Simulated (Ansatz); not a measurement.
# ZnS: what a guessed cell relaxes into

Where does this trial cell of ZnS go when cell and atoms are let free?

Computed with Ansatz 0.2.0 (DFT PBE, scalar-relativistic, plane waves, PAW, unless a step's input says otherwise).

## (1) The system as given

Symmetry: P-6m2, No. 187, hexagonal system. Conventional cell: a = 3.312 Å, b = 3.312 Å, c = 3.261 Å, α = 90.00°, β = 90.00°, γ = 120.00°. Zn (site symmetry -6m2) has 6 S at 2.51 Å as nearest neighbours. S (site symmetry -6m2) is surrounded by 6 Zn at 2.51 Å.

Structure file:

```
CELL_PARAMETERS angstrom
3.31191 0.00000 0.00000
-1.65595 2.86819 0.00000
0.00000 0.00000 3.26111
ATOMIC_POSITIONS crystal
Zn 0.66667 0.33333 0.00000
S 0.00000 0.00000 0.50000
```

Recipe of the guess: species swapped into a database cell of TiS (P-6m2, No. 187), with Zn on the Ti sites. Lengths come from tabulated atomic sizes and are only a guess.

## (2) Probe: one point on a coarse mesh

input.yaml

```yaml
crystal:
  lattice:
    - [3.31190597, 0.0, 0.0]
    - [-1.65595298, 2.8681947, 0.0]
    - [0.0, 0.0, 3.2611111]
  atoms:
    - { symbol: Zn, position: [0.66666667, 0.33333333, 0.0] }
    - { symbol: S, position: [0.0, 0.0, 0.5] }
basis:
  ecutwfc: 420
kpoints:
  mp_grid: { grid: [6, 6, 6] }
hamiltonian:
  xc: pbe
scf:
  occupations: { method: gaussian, width: 0.1 }
  lower_state_search: "off"
output:
  forces: true
  stress: true
  eigenvalues: true
```

The run is started by

```console
> ansatz run input.yaml --threads 1 --pin off --max-ram 2560MiB --backend cpu --events-out ev --progress --plain --runs-dir out
```

What it wrote, shortened:

```text
Warning: RAYON_NUM_THREADS=1 ignored (pool sized by the plan → 1); use --threads N
[...]
Pseudopotentials: kind: paw
Pseudopotential: Zn, paw, valence charge 12, recommended cutoff 420 eV (normal), Zn.paw.azcp
Pseudopotential: S, paw, valence charge 6, recommended cutoff 420 eV (normal), S.paw.azcp
Functional definition: PBE
[...]
Crystal: 2 atoms, lattice volume = 30.978 Å³
Basis set: ecut = 420 eV, 623 PW (Γ), exchange–correlation on 48×48×48 points (8 copies of the dense FFT grid, shifted against one another)
Bands: 13, of which v1, the nominal top of the filled ones, is band 9 counted from 1 (8 counted from 0)
Symmetry: 12 space group operations
Space group: P-6m2 (ITA 187), of the structure as read, at distance tolerance 3.1e-5 Å
k-points: 28 of 216 (time reversal used)
[...]
SCF iter   1: F=—  HF=-4221.429082 eV  |F-HF|=—  |Δ(HF+E_count)|=         —  Δρ=2.65e-3  dr2=9.24e-4  ethr=1.77e-3  ⟨swp⟩=4.9  Hψ=2052  notcnv=0
[...]
SCF iter   7: F=-4221.429778 eV  HF=-4221.429778 eV  |F-HF|=1.47e-9  |Δ(HF+E_count)|=   2.51e-8  Δρ=2.62e-6  dr2=2.38e-9  ethr=5.56e-10  ⟨swp⟩=4.0  Hψ=1219  notcnv=0
[...]
SCF converged after 7 iterations
Free energy (F): -4221.429778 eV
[...]
E sigma→0 (E₀):  -4221.428083 eV
Entropy (-TS):   -0.003389 eV (-1.695 meV/atom)
Fermi energy:    9.565234 eV
[...]
--- Forces (eV/Å), atoms counted from 1 ---
  atom   1  Zn    -0.00000000     0.00000000     0.00000000
  atom   2  S     -0.00000000     0.00000000     0.00000000
[...]
--- Stress (GPa, compression-positive) ---
       12.651370      -0.000000       0.000000
       -0.000000      12.651370       0.000000
        0.000000       0.000000       3.239928
  P = ⅓ Tr σ = 9.5142 GPa (95.142 kbar)
--- Band table (eV; the first three rows and the last of 28) ---
  k-point 0: bands = ["-5.1440", "2.6080", "2.6587", "2.6587", "2.9945", "2.9945", "7.4781", "9.3417", "9.3417", "10.5186", "15.9341", "16.8934", "16.8934"]
[...]
```

Run time: 1.3 s. Hardware: 1 thread of Arm Neoverse V1, shared host; peak memory 0.28 GiB.

Read-out: pressure 9.5 GPa, largest force 0.00 eV/Å, gap on this mesh none (metal). A cheap, loose relaxation comes first.

## (3) Coarse relaxation

input.yaml: that of step 2 with these lines changed.

```diff
@@ -21 +21,6 @@
   eigenvalues: true
+relax:
+  adjacent_minimum: "off"
+  f_tol: 0.04
+  max_steps: 70
+  cell: { stress_tol: 0.4 }
```

The run is started by

```console
> ansatz run input.yaml --threads 1 --pin off --max-ram 2560MiB --backend cpu --events-out ev --progress --plain --runs-dir out
```

What it wrote:

```text
Warning: RAYON_NUM_THREADS=1 ignored (pool sized by the plan → 1); use --threads N
Engine: ansatz 0.2.0, aarch64-unknown-linux-gnu
Pseudopotentials: kind: paw
Pseudopotential: Zn, paw, valence charge 12, recommended cutoff 420 eV (normal), Zn.paw.azcp
Pseudopotential: S, paw, valence charge 6, recommended cutoff 420 eV (normal), S.paw.azcp
Functional definition: PBE
  parameter kappa = 0.804
  parameter beta = 0.06672455060314922
  exchange = pbe_x(kappa = kappa, mu = beta*pi^2/3)
  correlation = pbe_c(beta = beta)
Crystal: 2 atoms, lattice volume = 30.978 Å³
Basis set: ecut = 420 eV, 623 PW (Γ), exchange–correlation on 48×48×48 points (8 copies of the dense FFT grid, shifted against one another)
Bands: 13, of which v1, the nominal top of the filled ones, is band 9 counted from 1 (8 counted from 0)
Symmetry: 12 space group operations
Space group: P-6m2 (ITA 187), of the structure as read, at distance tolerance 3.1e-5 Å
k-points: 28 of 216 (time reversal used)
Non-local potential: Zn, projectors of the file, l = 0: 2, l = 1: 2, l = 2: 3, l = 3: 1
Non-local potential: S, projectors of the file, l = 0: 2, l = 1: 2, l = 2: 2
PAW form: soft (Blöchl's): semilocal exchange-correlation on the pseudo side does not see the compensation charge
PAW one-centre angular grid: Zn, 590 points (default); XC on 64 Gauss nodes
PAW one-centre angular grid: S, 110 points (default); XC on 64 Gauss nodes
Initial density: superposition of atomic densities (neutral atoms: chi_scale 0, normalization atom), corrected by the library's trained network
Initial wavefunctions: pseudopotential atomic-orbital guess
Functional: x = pbe(κ = 0.804, μ = 0.2195149727645171), c = pbe(β = 0.06672455060314922)
SCF iter   1: F=—  HF=-4221.429082 eV  |F-HF|=—  |Δ(HF+E_count)|=         —  Δρ=2.65e-3  dr2=9.24e-4  ethr=1.77e-3  ⟨swp⟩=4.9  Hψ=2052  notcnv=0
preconditioner: auto → none  [insulator: Δε(μ)=0.195 eV  Ē_g=12.492 eV  σ=0.100 eV  W_gap=0.79  n_scr=8 (ndim 8)  ℏωp=28.3 eV  f_vac=0.000  D(μ)=0.67/eV (n_scr^D=2)  ε∞_Penn≈6.1]
SCF iter   2: F=—  HF=-4221.429599 eV  |F-HF|=—  |Δ(HF+E_count)|=   5.18e-4  Δρ=1.29e-3  dr2=2.39e-4  ethr=5.14e-6  ⟨swp⟩=2.2  Hψ=796  notcnv=0
SCF iter   3: F=—  HF=-4221.429808 eV  |F-HF|=—  |Δ(HF+E_count)|=   2.08e-4  Δρ=5.72e-4  dr2=1.17e-4  ethr=1.33e-6  ⟨swp⟩=2.0  Hψ=589  notcnv=0
SCF iter   4: F=—  HF=-4221.429764 eV  |F-HF|=—  |Δ(HF+E_count)|=   4.31e-5  Δρ=1.15e-4  dr2=5.02e-6  ethr=6.50e-7  ⟨swp⟩=2.0  Hψ=572  notcnv=0
SCF iter   5: F=—  HF=-4221.429778 eV  |F-HF|=—  |Δ(HF+E_count)|=   1.40e-5  Δρ=9.05e-5  dr2=1.53e-6  ethr=2.79e-8  ⟨swp⟩=2.0  Hψ=611  notcnv=0
SCF iter   6: F=—  HF=-4221.429778 eV  |F-HF|=—  |Δ(HF+E_count)|=   5.76e-7  Δρ=1.70e-5  dr2=1.10e-7  ethr=8.51e-9  ⟨swp⟩=2.2  Hψ=578  notcnv=0
SCF iter   7: F=-4221.429778 eV  HF=-4221.429778 eV  |F-HF|=1.47e-9  |Δ(HF+E_count)|=   2.51e-8  Δρ=2.62e-6  dr2=2.38e-9  ethr=5.56e-10  ⟨swp⟩=4.0  Hψ=1219  notcnv=0
SCF 1 converged in 7 iterations: F = -4221.429778 eV  dr2 = 2.38e-9
relax step   1: F+E_penalty+E_count = -4221.42977786 eV  Δ(F+E_penalty+E_count) = +0.000e0 eV  max|allowed force component| = 9.252e-18 eV/Å  Δτ_max = 0.0000 Å  P = +9.514 GPa  Ω = 30.978 Å³  (7 SCF iters, dr2 threshold 1.00e-7 eV, accepted)
Crystal: 2 atoms, lattice volume = 33.255 Å³
Basis set: ecut = 420 eV, 641 PW (Γ), exchange–correlation on 48×48×48 points (8 copies of the dense FFT grid, shifted against one another)
Initial density: handed on by an earlier stage of this run
Initial wavefunctions: those handed on with the density
iter 1 solved again at ethr=6.21e-5 eV; its pass at ethr=3.10e-3 eV (dr2=1.12e-2 eV) is discarded
SCF iter   1: F=—  HF=-4221.584993 eV  |F-HF|=—  |Δ(HF+E_count)|=         —  Δρ=7.22e-3  dr2=1.09e-2  ethr=6.21e-5  ⟨swp⟩=1.8  Hψ=3260  notcnv=0
preconditioner: auto → none  [insulator: Δε(μ)=0.161 eV  Ē_g=12.166 eV  σ=0.100 eV  W_gap=0.67  n_scr=8 (ndim 8)  ℏωp=27.3 eV  f_vac=0.000  D(μ)=0.27/eV (n_scr^D=0)  ε∞_Penn≈6.0]
SCF iter   2: F=—  HF=-4221.582558 eV  |F-HF|=—  |Δ(HF+E_count)|=   2.43e-3  Δρ=2.74e-3  dr2=1.22e-3  ethr=6.06e-5  ⟨swp⟩=2.0  Hψ=507  notcnv=0
SCF iter   3: F=—  HF=-4221.582618 eV  |F-HF|=—  |Δ(HF+E_count)|=   5.95e-5  Δρ=5.98e-4  dr2=8.33e-5  ethr=6.80e-6  ⟨swp⟩=2.2  Hψ=584  notcnv=0
SCF iter   4: F=—  HF=-4221.582617 eV  |F-HF|=—  |Δ(HF+E_count)|=   5.24e-7  Δρ=2.73e-4  dr2=1.99e-5  ethr=4.63e-7  ⟨swp⟩=2.0  Hψ=589  notcnv=0
SCF iter   5: F=—  HF=-4221.582611 eV  |F-HF|=—  |Δ(HF+E_count)|=   6.35e-6  Δρ=1.16e-4  dr2=2.30e-6  ethr=1.11e-7  ⟨swp⟩=2.1  Hψ=599  notcnv=0
SCF iter   6: F=-4221.582610 eV  HF=-4221.582610 eV  |F-HF|=9.68e-9  |Δ(HF+E_count)|=   5.43e-7  Δρ=2.16e-5  dr2=8.05e-8  ethr=1.11e-9  ⟨swp⟩=4.8  Hψ=2167  notcnv=0
SCF 2 converged in 6 iterations: F = -4221.582610 eV  dr2 = 8.05e-8
relax step   2: F+E_penalty+E_count = -4221.58261038 eV  Δ(F+E_penalty+E_count) = -1.528e-1 eV  max|allowed force component| = 5.551e-17 eV/Å  Δτ_max = 0.0000 Å  P = +2.943 GPa  Ω = 33.255 Å³  energy of the carried Pulay correction = -1.127e-3 eV  (6 SCF iters, dr2 threshold 2.00e-7 eV, accepted)
Crystal: 2 atoms, lattice volume = 34.429 Å³
Basis set: ecut = 420 eV, 659 PW (Γ), exchange–correlation on 48×48×48 points (8 copies of the dense FFT grid, shifted against one another)
iter 1 solved again at ethr=7.92e-6 eV; its pass at ethr=3.10e-3 eV (dr2=1.43e-3 eV) is discarded
SCF iter   1: F=—  HF=-4221.588707 eV  |F-HF|=—  |Δ(HF+E_count)|=         —  Δρ=2.75e-3  dr2=1.56e-3  ethr=7.92e-6  ⟨swp⟩=3.2  Hψ=3512  notcnv=0
preconditioner: auto → none  [insulator: Δε(μ)=0.246 eV  Ē_g=12.035 eV  σ=0.100 eV  W_gap=0.92  n_scr=8 (ndim 8)  ℏωp=26.8 eV  f_vac=0.000  D(μ)=0.11/eV (n_scr^D=0)  ε∞_Penn≈6.0]
SCF iter   2: F=—  HF=-4221.588495 eV  |F-HF|=—  |Δ(HF+E_count)|=   2.12e-4  Δρ=1.25e-3  dr2=2.36e-4  ethr=7.92e-6  ⟨swp⟩=2.0  Hψ=442  notcnv=0
SCF iter   3: F=—  HF=-4221.588553 eV  |F-HF|=—  |Δ(HF+E_count)|=   5.80e-5  Δρ=1.97e-4  dr2=6.75e-6  ethr=1.31e-6  ⟨swp⟩=2.0  Hψ=609  notcnv=0
SCF iter   4: F=—  HF=-4221.588556 eV  |F-HF|=—  |Δ(HF+E_count)|=   2.99e-6  Δρ=1.13e-4  dr2=2.04e-6  ethr=3.75e-8  ⟨swp⟩=2.7  Hψ=722  notcnv=0
SCF iter   5: F=—  HF=-4221.588556 eV  |F-HF|=—  |Δ(HF+E_count)|=   1.82e-7  Δρ=3.92e-5  dr2=4.81e-7  ethr=1.13e-8  ⟨swp⟩=3.4  Hψ=774  notcnv=0
SCF iter   6: F=-4221.588556 eV  HF=-4221.588556 eV  |F-HF|=4.30e-9  |Δ(HF+E_count)|=   2.26e-7  Δρ=6.07e-6  dr2=9.24e-9  ethr=1.11e-9  ⟨swp⟩=7.2  Hψ=2026  notcnv=0
SCF 3 converged in 6 iterations: F = -4221.588556 eV  dr2 = 9.24e-9
relax step   3: F+E_penalty+E_count = -4221.58855574 eV  Δ(F+E_penalty+E_count) = -5.945e-3 eV  max|allowed force component| = 5.089e-17 eV/Å  Δτ_max = 0.0000 Å  P = +0.971 GPa  Ω = 34.429 Å³  energy of the carried Pulay correction = -1.654e-3 eV  (6 SCF iters, dr2 threshold 2.00e-7 eV, accepted)
Crystal: 2 atoms, lattice volume = 34.456 Å³
Basis set: ecut = 420 eV, 653 PW (Γ), exchange–correlation on 48×48×48 points (8 copies of the dense FFT grid, shifted against one another)
iter 1 solved again at ethr=3.69e-6 eV; its pass at ethr=3.10e-3 eV (dr2=6.65e-4 eV) is discarded
SCF iter   1: F=—  HF=-4221.605093 eV  |F-HF|=—  |Δ(HF+E_count)|=         —  Δρ=1.70e-3  dr2=6.67e-4  ethr=3.69e-6  ⟨swp⟩=3.0  Hψ=3158  notcnv=0
preconditioner: auto → none  [insulator: Δε(μ)=0.337 eV  Ē_g=12.018 eV  σ=0.100 eV  W_gap=0.98  n_scr=8 (ndim 8)  ℏωp=26.8 eV  f_vac=0.000  D(μ)=0.06/eV (n_scr^D=0)  ε∞_Penn≈6.0]
SCF iter   2: F=—  HF=-4221.604926 eV  |F-HF|=—  |Δ(HF+E_count)|=   1.67e-4  Δρ=7.25e-4  dr2=9.07e-5  ethr=3.69e-6  ⟨swp⟩=1.9  Hψ=451  notcnv=0
SCF iter   3: F=—  HF=-4221.604926 eV  |F-HF|=—  |Δ(HF+E_count)|=   1.04e-7  Δρ=1.67e-4  dr2=6.07e-6  ethr=5.04e-7  ⟨swp⟩=2.1  Hψ=615  notcnv=0
SCF iter   4: F=—  HF=-4221.604925 eV  |F-HF|=—  |Δ(HF+E_count)|=   8.11e-7  Δρ=8.10e-5  dr2=1.26e-6  ethr=3.37e-8  ⟨swp⟩=2.1  Hψ=612  notcnv=0
SCF iter   5: F=—  HF=-4221.604925 eV  |F-HF|=—  |Δ(HF+E_count)|=   1.42e-7  Δρ=2.99e-5  dr2=2.56e-7  ethr=6.99e-9  ⟨swp⟩=2.5  Hψ=617  notcnv=0
SCF iter   6: F=-4221.604925 eV  HF=-4221.604925 eV  |F-HF|=4.72e-9  |Δ(HF+E_count)|=   4.92e-9  Δρ=8.04e-6  dr2=1.61e-8  ethr=1.11e-9  ⟨swp⟩=5.9  Hψ=1754  notcnv=0
SCF 4 converged in 6 iterations: F = -4221.604925 eV  dr2 = 1.61e-8
relax step   4: F+E_penalty+E_count = -4221.60492532 eV  Δ(F+E_penalty+E_count) = -1.637e-2 eV  max|allowed force component| = 5.089e-17 eV/Å  Δτ_max = 0.0000 Å  P = +0.312 GPa  Ω = 34.456 Å³  energy of the carried Pulay correction = -1.692e-3 eV  (6 SCF iters, dr2 threshold 2.00e-7 eV, accepted)
Initial wavefunctions: pseudopotential atomic-orbital guess (no wavefunctions were taken with the density)
iter 1 solved again at ethr=2.94e-7 eV; its pass at ethr=3.10e-3 eV (dr2=5.28e-5 eV) is discarded
SCF iter   1: F=—  HF=-4221.603372 eV  |F-HF|=—  |Δ(HF+E_count)|=         —  Δρ=1.08e-3  dr2=1.16e-5  ethr=2.94e-7  ⟨swp⟩=3.0  Hψ=2967  notcnv=0
preconditioner: auto → none  [insulator: Δε(μ)=0.336 eV  Ē_g=12.020 eV  σ=0.100 eV  W_gap=0.98  n_scr=8 (ndim 8)  ℏωp=26.8 eV  f_vac=0.000  D(μ)=0.06/eV (n_scr^D=0)  ε∞_Penn≈6.0]
SCF iter   2: F=—  HF=-4221.605989 eV  |F-HF|=—  |Δ(HF+E_count)|=   2.62e-3  Δρ=5.50e-4  dr2=4.76e-6  ethr=6.42e-8  ⟨swp⟩=2.0  Hψ=590  notcnv=0
SCF iter   3: F=—  HF=-4221.606818 eV  |F-HF|=—  |Δ(HF+E_count)|=   8.29e-4  Δρ=1.41e-4  dr2=2.36e-6  ethr=2.64e-8  ⟨swp⟩=2.0  Hψ=594  notcnv=0
SCF iter   4: F=—  HF=-4221.606850 eV  |F-HF|=—  |Δ(HF+E_count)|=   3.13e-5  Δρ=3.85e-5  dr2=3.70e-8  ethr=1.31e-8  ⟨swp⟩=2.0  Hψ=587  notcnv=0
SCF iter   5: F=—  HF=-4221.606852 eV  |F-HF|=—  |Δ(HF+E_count)|=   2.71e-6  Δρ=1.00e-5  dr2=4.66e-9  ethr=2.05e-10  ⟨swp⟩=2.0  Hψ=567  notcnv=0
SCF iter   6: F=-4221.606853 eV  HF=-4221.606853 eV  |F-HF|=9.57e-9  |Δ(HF+E_count)|=   2.63e-7  Δρ=2.06e-6  dr2=4.38e-10  ethr=7.11e-12  ⟨swp⟩=4.0  Hψ=1241  notcnv=0
SCF 5 converged in 6 iterations: F = -4221.606853 eV  dr2 = 4.38e-10
relax step   5: F+E_penalty+E_count = -4221.60685268 eV  Δ(F+E_penalty+E_count) = -1.927e-3 eV  max|allowed force component| = 4.163e-17 eV/Å  Δτ_max = 0.0000 Å  P = +0.336 GPa  Ω = 34.456 Å³  stress off target by 3.73e-1 GPa  SCF on the basis re-selected at this cell (its energy is not comparable with the rows above)  (6 SCF iters)
basis re-selected at this cell: Δ(F+E_penalty+E_count) = -1.927e-3 eV, ΔP = +0.024 GPa vs the last step (what re-selecting the basis moved, of the pressure what is left beyond the Pulay correction that the steps carried, after the strain that the cell walked since its last selection, with what the two solves' SCF thresholds leave and, on support functions, any second-order correction that the steps lacked; it is no measure of the basis error at this ecutwfc). This SCF's stress stands 3.73e-1 GPa from its target on what of the cell is left free (relax.cell.stress_tol is 4.00e-1 GPa) and its largest allowed force component is 4.16e-17 eV/Å (relax.f_tol is 4.00e-2 eV/Å): within both
SCF converged after 6 iterations
Free energy (F): -4221.606853 eV
Harris-Foulkes:  -4221.606853 eV  (|F-HF|=9.57e-9)
Internal energy: -4221.606557 eV  (E = F + TS)
E sigma→0 (E₀):  -4221.606705 eV
Entropy (-TS):   -0.000296 eV (-0.148 meV/atom)
Fermi energy:    8.240236 eV
--- Per-component energies (eV) ---
  E_band       = 36.640026
  E_kinetic    = 237.332293
  E_local      = -1860.277115  (includes V_loc(G=0)·N_el)
  E_nonlocal   = 644.998426
  E_hartree    = 779.466985
  E_xc         = -233.424456
  E_vxc        = -138.328087  (∫ρ·V_xc dr)
  E_paw        = -2430.565056  (= ΣΔE_a)
  E_vpaw       = -406.019593  (= ΣTr[D̂ρ^β])
  E_aug_tail   = -0.000371  (compensation charges beyond the density's cutoff)
  E_ewald      = -1359.137263
  E_smearing   = -0.000296  (= −TS)
  E_closure    = 0.000000  (closes the sum)
  Σ components = -4221.606853   (vs F -4221.606853, Δ=0.00e0)
--- Forces (eV/Å), atoms counted from 1 ---
  atom   1  Zn     0.00000000    -0.00000000     0.00000000
  atom   2  S     -0.00000000     0.00000000     0.00000000
  max |Σ_I F_I| component: 3.70e-17 eV/Å
--- Stress (GPa, compression-positive) ---
        0.372896      -0.000000       0.000000
       -0.000000       0.372896       0.000000
        0.000000       0.000000       0.262382
  P = ⅓ Tr σ = 0.3361 GPa (3.361 kbar)
--- Band table (eV; the first three rows and the last of 28) ---
  k-point 0: bands = ["-5.9779", "1.2945", "1.3284", "1.3284", "1.6438", "1.6438", "7.1950", "7.1950", "7.2025", "8.6696", "14.4390", "14.4390", "14.6861"]
  k-point 1: bands = ["-5.6856", "1.3237", "1.3555", "1.3555", "1.5830", "1.5830", "4.9815", "7.3850", "7.3850", "10.0599", "14.8197", "14.8197", "16.0018"]
  k-point 2: bands = ["-4.9477", "1.1182", "1.3933", "1.3933", "1.4849", "1.4849", "2.7646", "7.7975", "7.7975", "11.4813", "15.5485", "15.7727", "15.7727"]
  k-point 27: bands = ["-3.5333", "0.9766", "1.1162", "1.5729", "1.7752", "1.9979", "3.9817", "4.1812", "6.2458", "7.8503", "9.7863", "16.2027", "18.4885"]
--- Relaxed structure (4 steps of the walk, 4 accepted, 1 SCFs on fresh bases) ---
  F+E_penalty+E_count = -4221.60685268 eV   max|allowed force component| = 4.163e-17 eV/Å   (the final SCF, on the basis selected at the relaxed cell)
  cell:  # Å, volume = 34.4556 Å³
    - [3.5536644987675126, -3.0974751203863328e-9, 0.0]
    - [-1.776832246701264, 3.077563734008297, 0.0]
    - [0.0, 0.0, 3.1504790243203398]
  atoms:
    - { symbol: Zn, position: [0.6666666666666666, 0.3333333333333334, 0.0] }
    - { symbol: S, position: [-9.251858607474692e-18, -1.8503717008154228e-17, 0.5] }
```

Wall time 8 s (1 thread of Arm Neoverse V1, shared host); peak memory 0.29 GiB.

Step by step:

| step | E - E(step 1) (eV/cell) | largest force component (eV/Å) | pressure (GPa) | volume (Å³) |
| --- | --- | --- | --- | --- |
| 1 | 0.0000 | 0.0000 | 9.51 | 30.98 |
| 2 | -0.1528 | 0.0000 | 2.94 | 33.26 |
| 3 | -0.1588 | 0.0000 | 0.97 | 34.43 |
| 4 | -0.1751 | 0.0000 | 0.31 | 34.46 |
| 5 | -0.1771 | 0.0000 | 0.34 | 34.46 |

Step 1 is the start. Step 5 repeats the geometry before it on a plane-wave basis chosen anew for that cell, so its energy need not be comparable with the rows above.

|  | before | after | change |
| --- | --- | --- | --- |
| a (Å) | 3.312 | 3.554 | +7.3 % |
| b (Å) | 3.312 | 3.554 | +7.3 % |
| c (Å) | 3.261 | 3.150 | -3.4 % |
| volume (Å³/atom) | 15.49 | 17.23 | +11.2 % |
| shortest distance (Å) | 2.513 | 2.587 | +2.9 % |
| space group (0.01 Å) | P-6m2 | P-6m2 | same |

The run keeps the 12 symmetry operations of the start, so it could not have lowered the symmetry.

(Part 1 of 2 ends here.)
